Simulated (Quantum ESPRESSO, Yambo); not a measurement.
# SiC (Moissanite): one start, several treatments of the self-energy, part 2 of 2

How much does the gap of SiC (Moissanite) depend on the approximation to the self-energy?

Quantum ESPRESSO 7.5 and Yambo 5.3.0; PBE and many-body steps on it, plane waves. Known limits of the many-body steps: not at the basis limit; coarse k mesh.

So far. Step 2 (Empty states on the mesh, 6×6×1 mesh, 542 bands): On this mesh the gap is 2.017 eV. Step 4 (G0W0, Godby-Needs plasmon pole): The gap on the mesh goes from 2.02 eV to 2.62 eV, a correction of +0.60 eV.

## (5) One-shot COHSEX

This step: one-shot COHSEX on PBE, plane waves, norm-conserving pseudopotentials.

Input file gw4.in:

```
HF_and_locXC
gw0
dyson
cohsex
em1s
rim_cut
RandQpts= 1000000
RandGvec= 1 RL
EXXRLvcs= 74 Ry
VXCRLvcs= 296 Ry
Chimod= "HARTREE"
% BndsRnXs
 1 | 235 |
%
NGsBlkXs= 10 Ry
% LongDrXs
 1 | 1 | 1 |
%
% GbndRnge
 1 | 235 |
%
DysSolver= "n"
ExtendOut
% QPkrange
 1 | 1 | 23 | 26 |
 4 | 4 | 23 | 26 |
%
```

Launch:

```bash
OMP_NUM_THREADS=2 mpirun -n 2 yambo -F gw4.in -J gw4 -C gw4 > gw4.log
```

What it wrote:

```text
 Yambo, version 5.3.0

 [02] CORE Variables Setup
 =========================

  [... cell, symmetries and grids as in the set-up ...]

  [02.05] Energies & Occupations
  ==============================

  [X] === General ===
  [X] Electronic Temperature                        :  0.000000  0.000000 [eV K]
  [X] Bosonic    Temperature                        :  0.000000  0.000000 [eV K]
  [X] Finite Temperature mode                       : no
  [X] El. density                                   :  0.38604E+24 [cm-3]
  [X] Fermi Level                                   :  9.528320 [eV]

  [X] === Gaps and Widths ===
  [X] Conduction Band Min                           :  2.016740 [eV]
  [X] Valence Band Max                              :  0.000000 [eV]
  [X] Filled Bands                                  :  24
  [X] Empty Bands                                   :    25   542
  [X] Direct Gap                                    :  3.123141 [eV]
  [X] Direct Gap localized at k                     :   4
  [X] Indirect Gap                                  :  2.016740 [eV]
  [X] Indirect Gap between kpts                     :   1   4
  [X] Last valence band width                       :  2.077945 [eV]
  [X] 1st conduction band width                     :  3.147621 [eV]

 [03] Transferred momenta grid and indexing
 ==========================================

 IBZ Q-points                                      :   7
 BZ  Q-points                                      :   36

 K/Q-points units:
 rlu = crystal or reduced units; cc = cartesian coordinates; iku = interal k-units

 Q [1]          [rlu]:  0.000000  0.000000  0.000000
 Q [2]          [rlu]: -0.59880E-17  0.16667       0.0000
 Q [3]          [rlu]: -0.11976E-16  0.33333       0.0000
[...]
[xc] Functional : Perdew, Burke & Ernzerhof(X)+Perdew, Burke & Ernzerhof(C)
 [xc] LIBXC used to calculate xc functional
  PP Number of Atomic Species                      :  2
  NLCC RL compoments                               :   72085
  PP Number of Atomic Species                      :  2
  NLCC RL compoments                               :   72085

 [xc] E_xc :  -18.27642 [Ha]
      E_xc :  -36.55284 [Ry]

  Local XC kind (lXC) : Perdew, Burke & Ernzerhof(X)+Perdew, Burke & Ernzerhof(C)
  Non-Local XC kind (nlXC) : Hartree-Fock

  Corrections @ K [1] :  [eV]
 <23|nlXC|23> = -17.32276 -0.20344E-17 <23|lXC|23> = -14.95422 -0.18882E-15
 <24|nlXC|24> = -17.32275 -0.10739E-16 <24|lXC|24> = -14.95422  0.75527E-15
 <25|nlXC|25> = -6.944283  0.15263E-17 <25|lXC|25> = -12.14735  0.000000
[...]
Corrections @ K [4] :  [eV]
[...]
<25|nlXC|25> = -6.763821  0.21462E-18 <25|lXC|25> = -10.92842  0.70806E-16
 <26|nlXC|26> = -6.504908  0.53585E-17 <26|lXC|26> = -10.77706  0.23602E-16

 [08] Dyson equation: Newton solver
 ==================================

 [Newton] Sc step       :  0.100000 [eV]
 [Newton] Sc steps      :  1

  [08.01] G0W0 (COHSEX)
  =====================

  [  GW  ] Bands range     :   1  26

  QP @ state[ 1 ] K range:  1  1
  QP @ state[ 1 ] b range:  23  26
  QP @ state[ 2 ] K range:   4   4
  QP @ state[ 2 ] b range:  23  26

   Sc Empty Bands                                   : no
   Sc bands terminator                              : no
   Sx RL components                                 :   8953

   QP @ state[ 1 ] K range                          :  1  1
   QP @ state[ 1 ] b range                          :  23  26
   QP @ state[ 2 ] K range                          :   4   4
   QP @ state[ 2 ] b range                          :  23  26
   GF WF`s kind                                     : Perdew, Burke & Ernzerhof(X)+Perdew, Burke & Ernzerhof(C)
   Xs energies kind                                 : Perdew, Burke & Ernzerhof(X)+Perdew, Burke & Ernzerhof(C)
   Xs WF`s kind                                     : Perdew, Burke & Ernzerhof(X)+Perdew, Burke & Ernzerhof(C)

 [11] Game Over & Game summary
```

Run time: 4.8 min. Hardware: 2 MPI ranks of Arm Neoverse V1, shared host; peak memory 1.3 GiB; 19 min of CPU time.

This step gave:

```yaml
quasiparticle_gap_on_the_points_computed: 3.429 eV
starting_gap_on_the_mesh: 2.017 eV
k_of_the_valence_top: 0, 0, 0
k_of_the_conduction_bottom: 0, -0.5, 0
least_direct_quasiparticle_gap_on_the_computed_points: 4.685 eV
z_at_the_valence_top: 1
z_at_the_conduction_bottom: 1
```

Against G0W0 in Yambo (6×6×1 mesh, 235 bands, screening to 136.1 eV, Godby-Needs plasmon pole), the gap moves by +0.809 eV.

## (6) One-shot Hartree-Fock

This step: one-shot Hartree-Fock on PBE, plane waves, norm-conserving pseudopotentials.

Input file gw5.in:

```
HF_and_locXC
rim_cut
RandQpts= 1000000
RandGvec= 1 RL
EXXRLvcs= 74 Ry
VXCRLvcs= 296 Ry
% QPkrange
 1 | 1 | 23 | 26 |
 4 | 4 | 23 | 26 |
%
```

Launch:

```bash
OMP_NUM_THREADS=2 mpirun -n 2 yambo -F gw5.in -J gw5 -C gw5 > gw5.log
```

What it wrote:

```text
 Yambo, version 5.3.0

 [02] CORE Variables Setup
 =========================

  [... cell, symmetries and grids as in the set-up ...]

  [02.05] Energies & Occupations
  ==============================

  [X] === General ===
  [X] Electronic Temperature                        :  0.000000  0.000000 [eV K]
  [X] Bosonic    Temperature                        :  0.000000  0.000000 [eV K]
  [X] Finite Temperature mode                       : no
  [X] El. density                                   :  0.38604E+24 [cm-3]
[...]
[xc] E_xc :  -18.27642 [Ha]
      E_xc :  -36.55284 [Ry]

  Local XC kind (lXC) : Perdew, Burke & Ernzerhof(X)+Perdew, Burke & Ernzerhof(C)
  Non-Local XC kind (nlXC) : Hartree-Fock

  Corrections @ K [1] :  [eV]
 <23|nlXC|23> = -17.32276 -0.20344E-17 <23|lXC|23> = -14.95422 -0.18882E-15
 <24|nlXC|24> = -17.32275 -0.10739E-16 <24|lXC|24> = -14.95422  0.75527E-15
 <25|nlXC|25> = -6.944283  0.15263E-17 <25|lXC|25> = -12.14735  0.000000
[...]
Corrections @ K [4] :  [eV]
[...]
<25|nlXC|25> = -6.763821  0.21462E-18 <25|lXC|25> = -10.92842  0.70806E-16
 <26|nlXC|26> = -6.504908  0.53585E-17 <26|lXC|26> = -10.77706  0.23602E-16

 [08] Game Over & Game summary
```

Elapsed: 9.2 s, on 2 MPI ranks; peak memory 1.1 GiB; 32 s of CPU time.

Numbers from this step:

```yaml
quasiparticle_gap_on_the_mesh: 8.550 eV
starting_gap_on_the_mesh: 2.017 eV
k_of_the_valence_top: 0, 0, 0
k_of_the_conduction_bottom: 0, -0.5, 0
least_direct_quasiparticle_gap_on_the_computed_points: 10.12 eV
```

Against G0W0 in Yambo (6×6×1 mesh, 235 bands, screening to 136.1 eV, Godby-Needs plasmon pole), the gap moves by +5.929 eV.

## (7) The runs together

Times are wall times on 2 MPI ranks of Arm Neoverse V1, shared host, good to a factor of about two.

```csv
run,mesh,bands,screening cutoff (eV),DFT gap (eV),gap on the mesh (eV),direct (eV),time
"G0W0, Godby-Needs plasmon pole",6×6×1,235,136.1,2.017,2.620,3.886,10 min
one-shot COHSEX,6×6×1,235,136.1,2.017,3.429,4.685,4.8 min
one-shot Hartree-Fock,6×6×1,-,-,2.017,8.550,10.123,9.2 s
```

## (8) Outcome

* G0W0, Godby-Needs plasmon pole: 2.620 eV
* one-shot COHSEX: 3.429 eV
* one-shot Hartree-Fock: 8.550 eV
* known limits: not at the basis limit; coarse k mesh

What this shows: One-shot COHSEX: +0.809 eV against G0W0, Godby-Needs plasmon pole. One-shot Hartree-Fock: +5.929 eV against G0W0, Godby-Needs plasmon pole. Bare exchange alone opens the gap to 8.55 eV; against G0W0, correlation takes back 5.93 eV. Static COHSEX lies above G0W0: it lacks the factor Z and overstates the Coulomb hole of the filled states. Against experiment, by G0W0, Godby-Needs plasmon pole: the gap of 2.62 eV lies −0.38 eV from the measured 3 eV (optical, 2017); the gap of 2.62 eV lies −0.41 eV from the measured 3.03 eV (indirect, quoted 2018); the gap of 2.62 eV lies −0.40 eV from the measured 3.02 eV (kind not stated, quoted 2020). An exciton line or allowed optical edge lies below the quasiparticle gap by the binding energy; a forbidden edge can push the onset above it. These are gaps on the mesh, at modest bands and cutoff. The calculation has static nuclei and no excitons; a measured gap holds zero-point and thermal motion, which mostly lowers it. Bands and cutoff are finite, so the gap is not at the basis limit. The miss can reach some tenths of an eV and take either sign; the mesh is an error of its own. The 6×6×1 mesh is coarse for this cell, which bears on the long-range parts of exchange and screening.

[Paths, hosts, dates, memory and timing lines, banners, echoed tables and standing remarks are left out of the program output.]

[Logs are printed without paths, hosts, clocks, repeated set-up lines and the standing remarks that a program may print on its own settings, such as how far it seeks lower states.]

[Runs of the session that timed out or met a known fault of the program may be left out.]

[Hosts, paths, dates, database ids (printed as entryN), source tags and the programs' standing remarks are cut or masked in the printed files.]
